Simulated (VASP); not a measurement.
# Zr (P6/mmm) in VASP: single point with PBE+D3(BJ)

Aim: the single point of Zr with PBE+D3(BJ).

All numbers are computed with VASP 6.6.1; they aren't measurements. Logs are shortened: lines on timing, memory, paths and dates and some standing lists are left out, and cuts for length are marked.

**1. The cell of the first run**

It takes space group P6/mmm (No. 191, hexagonal). The conventional cell has a = 4.972 Å, b = 4.972 Å, c = 3.108 Å, α = 90.00°, β = 90.00°, γ = 120.00°. Zr (site symmetry -6m2) has 11 Zr at 2.87 to 3.26 Å as nearest neighbours. Around Zr (site symmetry 6/mmm) lie 14 Zr at 3.11 to 3.26 Å.

The cell was built by a generator and needn't be a form met in nature.

**2. Single point, PBE+D3(BJ) (relaxed again under DFT PBE+D3(BJ), scalar-relativistic, plane waves, PAW)**

File INCAR:

```
PREC = Accurate
ENCUT = 520
EDIFF = 1E-6
ISMEAR = 0
SIGMA = 0.1
LREAL = F
LASPH = T
NELM = 100
ALGO = Fast
ISIF = 2
LWAVE = F
LCHARG = F
GGA = PE
IVDW = 12
NBANDS = 25
```

File KPOINTS:

```
regular mesh
0
Gamma
  12 12 14
```

File POSCAR:

```
Zr
1.0
    4.9724172280      0.0000000000      0.0000000000
   -2.4862086140      4.3062396377      0.0000000000
    0.0000000000      0.0000000000      3.1075790763
Zr
3
Direct
    0.6666666667      0.3333333333      0.5000000000
    0.3333333333      0.6666666667      0.5000000000
    0.0000000000      0.0000000000      0.0000000000
```

Potentials or basis: VASP PAW PBE potentials, release 64 (Zr_sv).

The run is started by

```sh
$ cat potpaw_PBE.64/Zr_sv/POTCAR > POTCAR
$ mpirun -np 1 vasp_std > vasp.out
```

OUTCAR:

```text
PREC = Accurate
   ENCUT = 520
   EDIFF = 1E-6
   ISMEAR = 0
   LREAL = F
   LASPH = T
   NELM = 100
   ISIF = 2
   GGA = PE
   IVDW = 12
 IVDW          = 12

 ion  position               nearest neighbor table
   1  0.667  0.333  0.500-   2 2.87   2 2.87   2 2.87   3 3.26   3 3.26   3 3.26   3 3.26   3 3.26
                             3 3.26
   2  0.333  0.667  0.500-   1 2.87   1 2.87   1 2.87   3 3.26   3 3.26   3 3.26   3 3.26   3 3.26
                             3 3.26
   3  0.000  0.000  0.000-   1 3.26   2 3.26   1 3.26   2 3.26   1 3.26   1 3.26   2 3.26   2 3.26
                             1 3.26   1 3.26   2 3.26   2 3.26

  LATTYP: Found a hexagonal cell.
 ALAT       =     4.9724172280
 C/A-ratio  =     0.6249634602

  Lattice vectors:

 A1 = (   4.9724172280,   0.0000000000,   0.0000000000)
 A2 = (  -2.4862086140,   4.3062396377,   0.0000000000)
 A3 = (   0.0000000000,   0.0000000000,   3.1075790763)

Analysis of symmetry for initial positions (statically):
=====================================================================
 Subroutine PRICEL returns:
 Original cell was already a primitive cell.

 Routine SETGRP: Setting up the symmetry group for a
 hexagonal supercell.

 Subroutine GETGRP returns: Found 24 space group operations
 (whereof 24 operations were pure point group operations)
 out of a pool of 24 trial point group operations.

The static configuration has the point symmetry D_6h.

Analysis of symmetry for dynamics (positions and initial velocities):
=====================================================================
 Subroutine PRICEL returns:
 Original cell was already a primitive cell.

 Routine SETGRP: Setting up the symmetry group for a
 hexagonal supercell.

 Subroutine GETGRP returns: Found 24 space group operations
 (whereof 24 operations were pure point group operations)
 out of a pool of 24 trial point group operations.

The dynamic configuration has the point symmetry D_6h.

 Subroutine INISYM returns: Found 24 space group operations
 (whereof 24 operations are pure point group operations),
 and found     1 'primitive' translations

----------------------------------------------------------------------------------------

                                     Primitive cell

  volume of cell :      66.5408

  direct lattice vectors                    reciprocal lattice vectors
     4.972417228  0.000000000  0.000000000     0.201109431  0.116110584  0.000000000
    -2.486208614  4.306239638  0.000000000     0.000000000  0.232221168  0.000000000
     0.000000000  0.000000000  3.107579076     0.000000000  0.000000000  0.321793903

  length of vectors
     4.972417228  4.972417228  3.107579076     0.232221168  0.232221168  0.321793903

  position of ions in fractional coordinates (direct lattice)
     0.666666667  0.333333333  0.500000000
     0.333333333  0.666666667  0.500000000
     0.000000000  0.000000000  0.000000000

  ion indices of the primitive-cell ions
   primitive index   ion index
                 1           1
                 2           2
                 3           3

----------------------------------------------------------------------------------------

 KPOINTS: regular mesh

Automatic generation of k-mesh.
 Grid dimensions read from file:
 generate k-points for:   12   12   14

 Generating k-lattice:

  Cartesian coordinates                     Fractional coordinates (reciprocal lattice)
     0.016759119  0.009675882  0.000000000     0.083333333  0.000000000  0.000000000
     0.000000000  0.019351764  0.000000000     0.000000000  0.083333333  0.000000000
     0.000000000  0.000000000  0.022985279     0.000000000  0.000000000  0.071428571

  Length of vectors
     0.019351764  0.019351764  0.022985279

  Shift w.r.t. Gamma in fractional coordinates (k-lattice)
     0.000000000  0.000000000  0.000000000

 Subroutine IBZKPT returns following result:
 ===========================================

 Found    152 irreducible k-points:

 Following reciprocal coordinates:
            Coordinates               Weight
  0.000000  0.000000  0.000000      1.000000
  0.083333  0.000000  0.000000      6.000000
  0.166667  0.000000  0.000000      6.000000
  0.250000  0.000000  0.000000      6.000000
  0.333333  0.000000  0.000000      6.000000
  0.416667  0.000000  0.000000      6.000000
[... 16 lines left out ...]
  0.250000  0.000000  0.071429     12.000000
  0.333333  0.000000  0.071429     12.000000
 [... further k-points ...]
   k-points           NKPTS =    152   k-points in BZ     NKDIM =    152   number of bands    NBANDS=     25
   number of dos      NEDOS =    301   number of ions     NIONS =      3
   total plane-waves  NPLWV =  38400
   dimension x,y,z NGX =    40 NGY =   40 NGZ =   24
   dimension x,y,z NGXF=    80 NGYF=   80 NGZF=   48
   ions per type =               3
   NGX,Y,Z   is equivalent  to a cutoff of  13.37, 13.37, 12.84 a.u.
   NGXF,Y,Z  is equivalent  to a cutoff of  26.75, 26.75, 25.68 a.u.
 SYSTEM =  unknown system
   PREC   = accura    normal or accurate (medium, high low for compatibility)
   ISTART =      0    job   : 0-new  1-cont  2-samecut
   ICHARG =      2    charge: 1-file 2-atom 10-const
   ISPIN  =      1    spin polarized calculation?
   LNONCOLLINEAR =      F non collinear calculations
   LSORBIT =      F    spin-orbit coupling
   LASPH  =      T    aspherical Exc in radial PAW
   ENCUT  =  520.0 eV  38.22 Ry    6.18 a.u.   9.25  9.25  5.78*2*pi/ulx,y,z
   NELM   =    100;   NELMIN=  2; NELMDL= -5     # of ELM steps
   EDIFF  = 0.1E-05   stopping-criterion for ELM
   LREAL  =      F    real-space projection
   EDIFFG = 0.1E-04   stopping-criterion for IOM
   NSW    =      0    number of steps for IOM
   IBRION =     -1    ionic relax: 0-MD 1-quasi-New 2-CG
   NFREE  =      0    steps in history (QN), initial steepest desc. (CG)
   ISIF   =      2    stress and relaxation
   ISYM   =      2    0-nonsym 1-usesym 2-fastsym
   POTIM  = 0.5000    time-step for ionic-motion
   TEBEG  =    0.0;   TEEND  =   0.0 temperature during run
   PSTRESS=    0.0 pullay stress
   NELECT =      36.0000    total number of electrons
   NUPDOWN=      -1.0000    fix difference up-down
   EMIN   =  10.00;   EMAX   =-10.00  energy-range for DOS
   EFERMI =   0.00;   METHOD = LEGACY
   ISMEAR =     0;   SIGMA  =   0.10  broadening in eV -4-tet -1-fermi 0-gaus
   EFERMI_NEDOS =   21; number of points for ismear=-14 and -15
   IALGO  =     68    algorithm
   IMIX   =      4    mixing-type and parameters
     AMIX     =   0.40;   BMIX     =  1.00
     AMIX_MAG =   1.60;   BMIX_MAG =  1.00
  volume/ion in A,a.u.               =      22.18       149.68
  Fermi-wavevector in a.u.,A,eV,Ry     =   1.333971  2.520839 24.211272  1.779478
  Thomas-Fermi vector in A             =   2.462788
   LORBIT       =      0    0 simple, 1 ext, 2 COOP (PROOUT), +10 PAW based schemes
   GGA     = PE    functional components
   LHFCALC =     F    Hartree Fock is set to
   AEXX    =    0.0000 exact exchange contribution
   IVDW    =    12    specifies the selected vdW correction
   LEPSILON=     F    determine dielectric tensor
   LRPA    =     F    only Hartree local field effects (RPA)
 non-spin polarized calculation
 RMM-DIIS sequential band-by-band and
 Gauss-broadening in eV      SIGMA  =   0.10
  energy-cutoff  :      520.00
  volume of cell :       66.54
 maximum number of plane-waves:      1818
 NGX is ok and might be reduce to    40
   NGX = 19   NGY = 19   NGZ = 11

 number of electron      36.0000000 magnetization

 Free energy of the ion-electron system (eV)
  ---------------------------------------------------
  ext. energy  EPLUGINS =         0.00000000
  ---------------------------------------------------
  free energy    TOTEN  =       -25.52990177 eV

  energy without entropy =      -25.51458046  energy(sigma->0) =      -25.52224112

 E-fermi :   9.4125     XC(G=0): -11.3023

 val. band max:        9.4094564458   @ k =   0.3333   0.1667   0.0714
 cond. band min:       9.4125130012   @ k =   0.1667   0.1667   0.0714
 fundamental gap:      0.0030565554
 Fermi energy:         9.4124625919

 k-point     1 :       0.0000    0.0000    0.0000
  band No.  band energies     occupation
      1     -39.3680      2.00000
      2     -39.1056      2.00000
      3     -38.8877      2.00000
      4     -17.5647      2.00000
      5     -17.5647      2.00000
      6     -17.5301      2.00000
[... 17 lines left out ...]
     24      11.7291      0.00000
     25      11.7720      0.00000

 k-point     2 :       0.0833    0.0000    0.0000
  band No.  band energies     occupation
      1     -39.3663      2.00000
      2     -39.1038      2.00000
      3     -38.8915      2.00000
      4     -17.6407      2.00000
      5     -17.6276      2.00000
      6     -17.4515      2.00000
[... 17 lines left out ...]
     24      11.4261      0.00000
     25      12.1376      0.00000

 k-point     3 :       0.1667    0.0000    0.0000
  band No.  band energies     occupation
      1     -39.3615      2.00000
      2     -39.0982      2.00000
      3     -38.9025      2.00000
      4     -17.7236      2.00000
      5     -17.6695      2.00000
      6     -17.3616      2.00000
[... 17 lines left out ...]
     24      11.4107      0.00000
     25      12.5930      0.00000

 k-point     4 :       0.2500    0.0000    0.0000
  band No.  band energies     occupation
      1     -39.3552      2.00000
      2     -39.0884      2.00000
      3     -38.9195      2.00000
      4     -17.7939      2.00000
      5     -17.6693      2.00000
      6     -17.2812      2.00000
[... 17 lines left out ...]
     24      11.7800      0.00000
     25      13.1753      0.00000
[... 477 lines left out ...]
 k-point    22 :       0.1667    0.0000    0.0714
  band No.  band energies     occupation
      1     -39.3574      2.00000
      2     -39.0957      2.00000
      3     -38.8993      2.00000
      4     -17.7142      2.00000
      5     -17.6613      2.00000
      6     -17.3592      2.00000
[... 17 lines left out ...]
     24      11.4236      0.00000
     25      12.6892      0.00000

 k-point    23 :       0.2500    0.0000    0.0714
  band No.  band energies     occupation
      1     -39.3513      2.00000
      2     -39.0856      2.00000
      3     -38.9163      2.00000
      4     -17.7833      2.00000
      5     -17.6619      2.00000
      6     -17.2812      2.00000
[... 17 lines left out ...]
     24      11.7351      0.00000
     25      13.1200      0.00000

 k-point    24 :       0.3333    0.0000    0.0714
  band No.  band energies     occupation
      1     -39.3455      2.00000
      2     -39.0717      2.00000
      3     -38.9369      2.00000
      4     -17.8358      2.00000
      5     -17.6205      2.00000
      6     -17.2334      2.00000
[... 17 lines left out ...]
     24      12.1984      0.00000
     25      12.9683      0.00000

 [... further k-points ...]

------------------------ aborting loop because EDIFF is reached ----------------------------------------

 Edisp (eV)   -1.66615

 E8    (eV) :    -0.8556

  FORCE on cell =-STRESS in cart. coord.  units (eV):
  Direction    XX          YY          ZZ          XY          YZ          ZX
  --------------------------------------------------------------------------------------
  -------------------------------------------------------------------------------------
  Total       0.02268     0.02268     0.01367     0.00000    -0.00000     0.00000
  in kB       0.54600     0.54600     0.32923     0.00000    -0.00000     0.00000
  external pressure =        0.47 kB  Pullay stress =        0.00 kB

 VOLUME and BASIS-vectors are now :
 -----------------------------------------------------------------------------
  energy-cutoff  :      520.00
  volume of cell :       66.54
      direct lattice vectors                 reciprocal lattice vectors
     4.972417228  0.000000000  0.000000000     0.201109431  0.116110584  0.000000000
    -2.486208614  4.306239638  0.000000000     0.000000000  0.232221168  0.000000000
     0.000000000  0.000000000  3.107579076     0.000000000  0.000000000  0.321793903

 POSITION                                       TOTAL-FORCE (eV/Angst)
 -----------------------------------------------------------------------------------
      2.48621      1.43541      1.55379         0.000000     -0.000000      0.000000
     -0.00000      2.87083      1.55379        -0.000000      0.000000      0.000000
      0.00000      0.00000      0.00000        -0.000000      0.000000      0.000000
 -----------------------------------------------------------------------------------
    total drift:                                0.000000      0.000000      0.000000

  FREE ENERGIE OF THE ION-ELECTRON SYSTEM (eV)
  ---------------------------------------------------
  free  energy   TOTEN  =       -27.1960510367 eV

  energy  without entropy=      -27.1807297279  energy(sigma->0) =      -27.18839038
```

It took 5.9 min on 1 thread of Intel Xeon Platinum 8488C (Sapphire Rapids), shared host; peak memory 0.32 GiB.

What came out:

```
Free energy                : -27.1961 eV
Pressure                   : 0.0 GPa
Band gap on the k mesh     : none (metal or under the smearing width)
Dispersion energy per atom : -0.555 eV
```

Levels at points of the mesh, in eV from the Fermi level:
```
           k point  band 16  band 17  band 18  band 19  band 20  band 21
(0.00, 0.00, 0.00)    -0.49    -0.45    -0.45    -0.17     0.86     1.67
(0.50, 0.00, 0.00)    -0.66    -0.64    -0.51    -0.02     0.72     1.13
(0.00, 0.00, 0.50)    -1.97    -1.97    -1.34     1.23     1.23     1.73
(0.50, 0.00, 0.50)    -1.57    -0.83    -0.48     0.28     0.95     1.32
```

Caveat: pairwise dispersion overbinds metals, which lowers pressure and volume.
